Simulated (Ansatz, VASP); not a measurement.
One calculation of SnSe3, two programs

```xyz
8
Lattice="6.7225 0.0000 0.0000 -3.3612 5.8218 0.0000 0.0000 0.0000 5.3958" Properties=species:S:1:pos:R:3 pbc="T T T"
Sn    0.0000    3.8812    1.3490
Sn    3.3612    1.9406    4.0469
Se    3.3612    3.8773    1.3490
Se   -1.6773    4.8496    4.0469
Se    1.6840    0.9722    1.3490
Se    0.0000    1.9445    4.0469
Se    5.0385    0.9722    1.3490
Se    1.6773    4.8496    4.0469
```

Alike in both runs: task single point; functional PBE; k mesh 3 × 3 × 4; occupations gaussian, width 0.1 eV; no spin polarisation.

```csv
,VASP,Ansatz
version,VASP 6.6.1,Ansatz 0.2.0
potentials or method,"VASP PAW PBE potentials, release 64 (Sn_d, Se)","scalar-relativistic, plane waves, PAW"
plane-wave cutoff (eV),520,420
valence electrons in the cell,64,124
```

Ansatz gave:

```
gap on the k mesh at the Fermi level (eV)       : none
pressure (GPa)                                  : -6.2
largest component of the traceless stress (GPa) : 1.37
rms of the force components (eV/Å)              : 0.161
```

Q: Which values does VASP return?

A: gap on the k mesh at the Fermi level (eV): none; pressure (GPa): -6.3; largest component of the traceless stress (GPa): 1.37; rms of the force components (eV/Å): 0.160.

Atom by atom the forces differ by 0.000 eV/Å (rms over components). A gap of «none» marks a metal or a gap that the smearing closes. The two sets of potentials don't hold the same shells in valence.
